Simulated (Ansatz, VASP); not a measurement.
## Two plane-wave programs on AlN

Contents of INCAR:

```
SYSTEM = AlN
PREC = Accurate
ENCUT = 520
EDIFF = 1E-7
ISMEAR = 0
SIGMA = 0.05
LREAL = .False.
LASPH = .True.
NELM = 100
ALGO = Normal
ISIF = 2
LWAVE = .False.
LCHARG = .False.
GGA = PS
NBANDS = 11
```

The input KPOINTS:

```
regular mesh
0
Gamma
  10 10 10
  0 0 0
```

The input POSCAR:

```
AlN
1.0
    1.1556245580      2.8890613950      2.8890613950
    2.8890613950      1.1556245580      2.8890613950
    2.8890613950      2.8890613950      1.1556245580
Al N
1 1
Direct
    0.0000000000      0.0000000000      0.0000000000
    0.7500000000      0.7500000000      0.7500000000
```

Input for Ansatz:

```yaml
crystal:
  lattice:
    - [1.155624558, 2.889061395, 2.889061395]
    - [2.889061395, 1.155624558, 2.889061395]
    - [2.889061395, 2.889061395, 1.155624558]
  atoms:
    - { symbol: Al, position: [0.0, 0.0, 0.0] }
    - { symbol: "N", position: [0.75, 0.75, 0.75] }
basis:
  ecutwfc: 420
kpoints:
  mp_grid: { grid: [10, 10, 10] }
hamiltonian:
  xc: pbesol
scf:
  occupations: { method: gaussian, width: 0.05 }
output:
  forces: true
  stress: true
  eigenvalues: true
```

Alike in both runs: task single point; functional PBEsol; k mesh 10 × 10 × 10; occupations gaussian, width 0.05 eV; no spin polarisation.

|  | VASP | Ansatz |
| --- | --- | --- |
| version | VASP 6.6.1 | Ansatz 0.2.0 |
| potentials or method | VASP PAW PBE potentials, release 64 (Al, N) | scalar-relativistic, plane waves, PAW |
| plane-wave cutoff (eV) | 520 | 420 |
| valence electrons in the cell | 8 | 8 |

Ansatz gave:

```
gap on the k mesh at the Fermi level (eV) : none
rms of the force components (eV/Å)        : 1.119
```

Q: Estimate VASP's values.

A: gap on the k mesh at the Fermi level (eV): none; rms of the force components (eV/Å): 1.187.

Atom by atom the forces differ by 0.068 eV/Å (rms over components). A gap of «none» marks a metal or a gap that the smearing closes.

Caveats: the PAW data sets were made with another functional, which shifts forces and pressure a little (VASP).
